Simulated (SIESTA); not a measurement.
Crystal: TaS2.

```
Ta S
1.0
     3.35000    0.00000    0.00000
    -1.67500    2.90119    0.00000
     0.00000    0.00000    5.86000
Ta S
1 2
Direct
  0.00000 0.00000 0.00000
  0.66667 0.33333 0.75000
  0.33333 0.66667 0.25000
```

```yaml
Program: SIESTA 5.4.2
Task: relaxation of cell and atoms
Functional: BP86
Potentials_or_basis: PseudoDojo 0.4 standard (PBE files)
Basis: DZP (energy shift 0.002 Ry)
Grid_cutoff: 800 Ry
Energy_shift: 0.002 Ry
k_mesh: 9 × 9 × 5
Occupations: fermi-dirac, width 0.05 eV
Spin: no spin polarisation
```

At the start: pressure 11.2 GPa; volume 18.98 Å³/atom.

Where does the relaxation end?

Over 13 steps the energy falls by 54.9 meV/atom and the volume is 20.47 Å³/atom (+7.8 %); space group P-3m1 (No. 164, to 0.05 Å).

The path:
```csv
step,energy change (eV),largest force (eV/Å),pressure (GPa),volume (Å³)
1,0.0000,1.5254,11.16,56.95
2,-0.1042,0.7917,6.59,57.51
3,-0.1521,0.0018,1.68,58.24
4,-0.1532,0.0469,1.31,58.37
5,-0.1590,0.0761,-0.44,60.06
6,-0.1563,0.1401,-1.25,60.61
7,-0.1582,0.1350,-0.79,60.11
8,-0.1566,0.1480,0.08,59.06
9,-0.1199,0.2327,-1.50,64.11
10,-0.1483,0.1209,1.54,58.66
11,-0.1644,0.0062,0.00,61.22
12,-0.1647,0.0067,0.18,61.07
13,-0.1648,0.0010,0.05,61.40
```

Final structure:
```yaml
crystal:
  lattice:
    - [3.39850, 0.00000, 0.00000]
    - [-1.69925, 2.94318, 0.00000]
    - [0.00000, 0.00000, 6.13864]
  atoms:
    - { symbol: Ta, position: [0.00000, 0.00000, 0.00000] }
    - { symbol: S, position: [0.66667, 0.33333, 0.74940] }
    - { symbol: S, position: [0.33333, 0.66667, 0.25060] }
```

Caveat: semicore shells carry a single zeta, which can move pressures by several GPa and volumes by a few percent; the potentials were made for another functional, which shifts forces and pressure; the basis of atomic orbitals isn't converged, which shifts pressures, moduli and gaps.
